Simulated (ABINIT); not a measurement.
# Beyond one shot: SiC (Moissanite), part 2 of 2

Aim: iterate the self-energy on SiC (Moissanite) and follow the gap from cycle to cycle.

ABINIT 10.8.3; PBE and many-body steps on it, plane waves. Known limits of the many-body steps: not at the basis limit.

So far. Step 3 (Screening, 6×6×4 mesh, 159 bands, screening to 195.9 eV): Local fields lower ε∞ by 9 %. Step 4 (G0W0): The gap on the mesh goes from 2.33 eV to 2.99 eV, a correction of +0.66 eV.

### 5. evGW0, cycle 1

This step: evGW0 on PBE, plane waves, norm-conserving pseudopotentials.

File run.abi:

```
acell 3*1.0 Angstrom
rprim 
  3.075999999976 0.000000000005 0.000000000000
  -1.537999999993 2.663894142018 0.000000000000
  0.000000000000 0.000000000000 5.048000000000
ntypat 2
znucl 14 6
natom 4
typat 1 1 2 2
xred 
  0.333333333333 0.666666666667 0.000000000000
  0.666666666667 0.333333333333 0.500000000000
  0.333333333333 0.666666666667 0.385000000000
  0.666666666667 0.333333333333 0.885000000000
pp_dirpath "pseudos"
pseudos "Si.upf, C.upf"
ecut 37
ngkpt 6 6 4
nshiftk 1
shiftk 0 0 0
kptopt 1
chksymbreak 0
istwfk *1
occopt 1
irdwfk 1
optdriver 4
nband 159
gwcalctyp 10
ecutsigx 37
symsigma 1
nkptgw 21
kptgw 
  0.0000000000 0.0000000000 0.0000000000
  0.1666666667 0.0000000000 0.0000000000
  0.3333333333 0.0000000000 0.0000000000
  0.5000000000 0.0000000000 0.0000000000
  0.1666666667 0.1666666667 0.0000000000
  0.3333333333 0.1666666667 0.0000000000
  0.3333333333 0.3333333333 0.0000000000
  0.0000000000 0.0000000000 0.2500000000
  0.1666666667 0.0000000000 0.2500000000
  0.3333333333 0.0000000000 0.2500000000
  0.5000000000 0.0000000000 0.2500000000
  0.1666666667 0.1666666667 0.2500000000
  0.3333333333 0.1666666667 0.2500000000
  0.3333333333 0.3333333333 0.2500000000
  0.0000000000 0.0000000000 0.5000000000
  0.1666666667 0.0000000000 0.5000000000
  0.3333333333 0.0000000000 0.5000000000
  0.5000000000 0.0000000000 0.5000000000
  0.1666666667 0.1666666667 0.5000000000
  0.3333333333 0.1666666667 0.5000000000
  0.3333333333 0.3333333333 0.5000000000
bdgw 
  1 22
  1 22
  1 22
  1 22
  1 22
  1 22
  1 22
  1 22
  1 22
  1 22
  1 22
  1 22
  1 22
  1 22
  1 22
  1 22
  1 22
  1 22
  1 22
  1 22
  1 22
ecuteps 7.2
irdscr 1
ppmodel 1
indata_prefix "in"
outdata_prefix "out"
tmpdata_prefix "tmp"
```

The run is started by

```
> OMP_NUM_THREADS=1 mpirun -n 8 abinit run.abi > log
```

What it wrote:

```text
.Version 10.8.3 of ABINIT. v10.8.2 released Aug 2026.

 Symmetries : space group P6_3 m c (#186); Bravais hP (primitive hexag.)
[... echo of the input left out ...]
== DATASET  1 ==================================================================
-   mpi_nproc: 8, omp_nthreads: 1 (-1 if OMP is not activated)

--- !DatasetInfo
iteration_state: {dtset: 1, }
dimensions: {natom: 4, nkpt: 21, mband: 159, nsppol: 1, nspinor: 1, nspden: 1, mpw: 3018, }
cutoff_energies: {ecut:  37.0, pawecutdg:  -1.0, }
electrons: {nelect:   1.60000000E+01, charge:   0.00000000E+00, occopt:   1.00000000E+00, tsmear:   1.00000000E-02, }

 SIGMA: Calculation of the GW corrections

 Based on a program developped by R.W. Godby, V. Olevano, G. Onida, and L. Reining.
 Incorporated in ABINIT by V. Olevano, G.-M. Rignanese, and M. Torrent.
.Using double precision arithmetic ; gwpc =  8

[... cell and pseudopotentials left out ...]
--------------------------------------------------------------------------------

 ==== K-mesh for the wavefunctions ====
 Number of points in the irreducible wedge :    21
[... list of points left out ...]
 Together with 12 symmetry operations and time-reversal symmetry
 yields   144 points in the full Brillouin Zone.

 ==== Q-mesh for screening function ====
 Number of points in the irreducible wedge :    21
[... list of points left out ...]
 Together with 12 symmetry operations and time-reversal symmetry
 yields   144 points in the full Brillouin Zone.

 vcoul_init : cutoff-mode = AUXILIARY_FUNCTION
 q-points for optical limit:   1
     1)      0.000010    0.000020    0.000030
 setmesh: FFT mesh size selected  =    27x   27x   54
          total number of points  =        39366

 Number of electrons calculated from density =   16.0000; Expected =   16.0000
[...]
QP_gap     :    7.428
Delta_QP_KS:    1.045
data: !SigmaeeData |
     Band     E_DFT   <VxcDFT>   E(N-1)  <Hhartree>   SigX  SigC[E(N-1)]    Z     dSigC/dE  Sig[E(N)]  DeltaE  E(N)_pert E(N)_diago
[...]
--- !SelfEnergy_ee
iteration_state: {dtset: 1, }
kpoint     : [   0.333,    0.333,    0.500, ]
spin       : 1
KS_gap     :    6.572
QP_gap     :    7.607
Delta_QP_KS:    1.036
data: !SigmaeeData |
     Band     E_DFT   <VxcDFT>   E(N-1)  <Hhartree>   SigX  SigC[E(N-1)]    Z     dSigC/dE  Sig[E(N)]  DeltaE  E(N)_pert E(N)_diago
[...]
21    28.472   -12.301    28.472    40.774    -3.738    -8.439     0.679    -0.472   -12.217     0.085    28.557    28.597
       22    28.472   -12.301    28.472    40.774    -3.738    -8.439     0.679    -0.472   -12.217     0.085    28.557    28.597

 New Fermi energy :        2.984937E-01 Ha ,    8.122427E+00 eV
 New Exchange energy :    -5.461431E+00 Ha ,   -1.486131E+02 eV

 === QP Band Gaps ===
  >>>> For spin  1
   Minimum direct gap =   5.2273 [eV], located at k-point      :   0.5000  0.0000  0.0000
   Fundamental gap    =   3.1559 [eV], Top of valence bands at :   0.0000  0.0000  0.0000
                                       Bottom of conduction at :   0.3333  0.3333  0.0000

 writing QP data on file : out_QPS

 Convergence of QP corrections
 >>>>> For spin  1 <<<<<
.  kptgw no:  1; Maximum DeltaE = (  -1.007   0.001) for band index:  3
.  kptgw no:  2; Maximum DeltaE = (  -1.002   0.001) for band index:  3
.  kptgw no:  3; Maximum DeltaE = (  -0.985   0.002) for band index:  3
[...]
.  kptgw no: 20; Maximum DeltaE = (  -0.986  -0.000) for band index:  3
.  kptgw no: 21; Maximum DeltaE = (  -0.987   0.001) for band index:  4

== END DATASET(S) ==============================================================
================================================================================

 -outvars: echo values of variables after computation  --------
           etotal      0.0000000000E+00
            nband         159
             nkpt          21
          spgroup         186
 [... the other variables as echoed above ...]

 Calculation completed.
```

Elapsed: 20 min, on 8 MPI ranks of Intel Xeon 6975P-C (Granite Rapids), shared host; peak memory 4.8 GiB.

Numbers from this step:

- quasiparticle gap on the mesh: 3.156 eV
- gap of the density functional on the mesh: 2.329 eV
- k of the valence top: 0, 0, 0
- k of the conduction bottom: 0.3333, 0.3333, 0
- Z at the valence top: 0.793
- Z at the conduction bottom: 0.825
- least direct quasiparticle gap on the computed points: 5.228 eV

Against G0W0 in ABINIT (6×6×4 mesh, 159 bands, screening to 195.9 eV, Godby-Needs plasmon pole), the gap moves by +0.163 eV. This first cycle still uses the starting levels; it takes the full correction, at all points of the mesh, and its linearised value is 2.993 eV.

### 6. evGW0, cycle 2

The corrected levels of the last cycle go back in.

Changes to run.abi since step 5:

```diff
@@ -78,2 +78,3 @@
 ppmodel 1
+irdqps 1
 indata_prefix "in"
```

What it wrote:

```text
.Version 10.8.3 of ABINIT. v10.8.2 released Aug 2026.

 Symmetries : space group P6_3 m c (#186); Bravais hP (primitive hexag.)
[... echo of the input left out ...]
== DATASET  1 ==================================================================
-   mpi_nproc: 8, omp_nthreads: 1 (-1 if OMP is not activated)

--- !DatasetInfo
iteration_state: {dtset: 1, }
dimensions: {natom: 4, nkpt: 21, mband: 159, nsppol: 1, nspinor: 1, nspden: 1, mpw: 3018, }
cutoff_energies: {ecut:  37.0, pawecutdg:  -1.0, }
[...]
.  kptgw no:  3; Maximum DeltaE = (   0.145  -0.007) for band index: 22
[...]
.  kptgw no: 20; Maximum DeltaE = (   0.085  -0.000) for band index:  3
.  kptgw no: 21; Maximum DeltaE = (  -0.109  -0.000) for band index: 13

== END DATASET(S) ==============================================================
================================================================================

 -outvars: echo values of variables after computation  --------
           etotal      0.0000000000E+00
            nband         159
             nkpt          21
          spgroup         186
 [... the other variables as echoed above ...]

 Calculation completed.
```

Wall time 22 min (8 MPI ranks); peak memory 4.7 GiB.

This step gave:

| Item | Value |
| --- | --- |
| quasiparticle gap on the mesh | 3.114 eV |
| gap of the density functional on the mesh | 2.329 eV |
| k of the valence top | 0, 0, 0 |
| k of the conduction bottom | 0.3333, 0.3333, 0 |
| least direct quasiparticle gap on the computed points | 5.147 eV |

Against the cycle before, the gap moves by −0.042 eV.

### 7. Side by side

Times are wall times on 8 MPI ranks of Intel Xeon 6975P-C (Granite Rapids), shared host, good to a factor of about two. A run's time includes the screening step that it read.

| run | mesh | bands | screening cutoff (eV) | DFT gap (eV) | gap on the mesh (eV) | direct (eV) | ε∞ used | time |
| --- | --- | --- | --- | --- | --- | --- | --- | --- |
| G0W0 | 6×6×4 | 159 | 195.9 | 2.329 | 2.993 | 4.996 | 6.84 | 80 s |
| evGW0, cycle 1 | 6×6×4 | 159 | 195.9 | 2.329 | 3.156 | 5.228 | 6.84 | 21 min |
| evGW0, cycle 2 | 6×6×4 | 159 | 195.9 | 2.329 | 3.114 | 5.147 | 6.84 | 23 min |

### 8. What came out

```
G0W0           : 2.993 eV
evGW0, cycle 1 : 3.156 eV
evGW0, cycle 2 : 3.114 eV
known limits   : not at the basis limit
```

**Reading.** Only the bands that the input lists are updated; the others, empty or deep, keep the functional's energies or take a rigid shift. evGW0 ends at 3.11 eV, +0.12 eV from G0W0, after 2 cycles that took 41 min beside the first screening; the last moved the gap by 0.042 eV, so the loop had not settled. The first cycle of evGW0 takes the full correction, without the factor Z, so it overshoots the one-shot value. Against experiment, by evGW0, cycle 2: the gap of 3.11 eV lies −0.22 eV from the measured 3.33 eV (kind not stated, quoted 2020). These are gaps on the mesh, at modest bands and cutoff. The calculation has static nuclei and no excitons; a measured gap holds zero-point and thermal motion, which mostly lowers it. Bands and cutoff are finite, so the gap is not at the basis limit. The miss can reach some tenths of an eV and take either sign; the mesh is an error of its own.

[Paths, hosts, dates, memory and timing lines, banners, echoed tables and standing remarks are left out of the program output.]

[Logs are printed without paths, hosts, clocks, repeated set-up lines and the standing remarks that a program may print on its own settings, such as how far it seeks lower states.]

[Runs of the session that timed out or met a known fault of the program may be left out.]

[Hosts, paths, dates, database ids (printed as entryN), source tags and the programs' standing remarks are cut or masked in the printed files.]

[G0W0 gaps are taken among the corrected bands and points alone; a level outside them can change the order at an edge.]

[Where Ansatz stands beside ABINIT at settings called matched, ABINIT's density can come from a denser mesh and the files from another edition; pairs whose starting gaps differed by over 0.03 eV were left out, so agreement reads better than it is.]
